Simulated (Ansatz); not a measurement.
Se in Ansatz: convergence with k mesh

Input of the first run (k mesh 2 × 2 × 2); the others differ in this setting and in those tied to it:

The input input.yaml:

```yaml
crystal:
  lattice:
    - [4.3662, 0.0, 0.0]
    - [-2.1831, 3.781240118, 0.0]
    - [0.0, 0.0, 4.9536]
  atoms:
    - { symbol: Se, position: [0.778944, 0.778036, 0.002632] }
    - { symbol: Se, position: [0.009181, 0.236059, 0.657835] }
    - { symbol: Se, position: [0.227814, 0.00178, 0.327381] }
hamiltonian:
  xc: pbe
  pseudopotentials: { kind: nc, accuracy: standard }
kpoints:
  mp_grid: { grid: [2, 2, 2] }
scf:
  occupations: { method: fermi_dirac, width: 0.1 }
output:
  forces: true
  stress: true
  eigenvalues: true
```

Potentials or basis: PseudoDojo standard (PBE files).

The run is started by

```console
$ ansatz run input.yaml --threads 2 --pin off --max-ram 5632MiB --backend cpu --events-out ev --progress --plain --runs-dir out
```

The cell isn't the ideal one: atoms moved at random, drawn with an rms of 0.05 Å.

Hardware: 2 threads of Intel(R) Xeon(R) Processor @ 2.50GHz (Skylake/Cascade Lake), on a shared host.

The values tried are 2 × 2 × 2, 3 × 3 × 2, 4 × 4 × 3, 5 × 5 × 4, 6 × 6 × 5, 8 × 8 × 6, 10 × 10 × 8, 12 × 12 × 9, loosest first. From which on does the energy stay within 1 meV/atom of the tightest run that finished?

From 4 × 4 × 3 on.

```csv
k mesh,"energy less the tightest run, at zero smearing (meV/atom)",pressure (GPa),largest force (eV/Å),gap on the mesh (eV),SCF cycles,CPU time (s),peak memory (GiB)
2 × 2 × 2,47.95,2.69,0.606,0.877,8,7,0.47
3 × 3 × 2,34.60,2.92,0.751,1.145,8,12,0.45
4 × 4 × 3,-0.22,2.63,0.635,1.380,8,26,0.52
5 × 5 × 4,0.58,2.62,0.647,0.940,8,54,0.64
6 × 6 × 5,0.06,2.62,0.644,1.064,8,93,0.82
8 × 8 × 6,0.04,2.61,0.645,0.887,8,200,1.3
10 × 10 × 8,0.00,2.61,0.645,0.887,8,410,2.3
12 × 12 × 9,0.00,2.61,0.645,0.930,8,660,3.4
```

Against the tightest run, the pressure stays within 0.1 GPa from 4 × 4 × 3 on; the largest force stays within 0.005 eV/Å from 5 × 5 × 4 on. Not settled before the last step: the gap on the mesh (to 0.01 eV). Meshes of other sizes hit other points, so gaps and Fermi surfaces needn't settle smoothly. The tightest run that finished is the yardstick and may itself not be fully converged.

Caveat, for the tightest run too: odd divisions of the mesh miss points on the zone boundary, where band edges often lie, so the gap on the mesh can be too wide.
